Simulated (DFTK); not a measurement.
Runs of DFTK 0.8.2 on NiO. It takes space group Fm-3m (No. 225, cubic). Conventional cell: a = 4.172 Å, b = 4.172 Å, c = 4.172 Å, α = 90.00°, β = 90.00°, γ = 90.00°. Around Ni (site symmetry m-3m) lie 6 O at 2.09 Å. O (site symmetry m-3m) has 6 Ni at 2.09 Å as nearest neighbours. 

| task | level | potentials or basis | spin | cell | k mesh | cutoff (eV) | mesh quality | gap on the mesh (eV) | pressure (GPa) | moment (μB) |
| --- | --- | --- | --- | --- | --- | --- | --- | --- | --- | --- |
| single point | PBE | dojo.nc.sr.pbe.v0_4_1.standard.upf (PBE) | off | as given | 11 × 11 × 11 | 1333 | not flagged | none | -2.3 | - |
| single point | PBE | dojo.nc.sr.pbe.v0_4_1.standard.upf (PBE) | collinear, ferromagnetic start | atoms moved at random, drawn with an rms of 0.05 Å | 6 × 6 × 6 | 1333 | coarse | none | -1.5 | 0.58 |
| band structure | PBE | SPMS 1.0 (PBE) | collinear, ferromagnetic start | as given | 10 × 10 × 10 | 1225 | not flagged | none | 2.9 | 1.61 |
| single point | PBE | dojo.nc.sr.pbe.v0_4_1.standard.upf (PBE) | collinear, ferromagnetic start | as given | 11 × 11 × 11 | 1333 | not flagged | none | (b) | (a) |

Alike in all rows: smearing fermi-dirac 0.05 eV.

Task: Estimate the missing entries.

Result: (a) 1.83; (b) 6.0.

Caveats: some runs use coarse meshes; semilocal functionals often make such compounds metallic where correlation or magnetic order opens a gap, which also shifts bond lengths; a cell with one magnetic atom can't hold antiferromagnetic order, which such compounds often take (some runs).

A gap of «none» marks a metal or a gap under the smearing width.
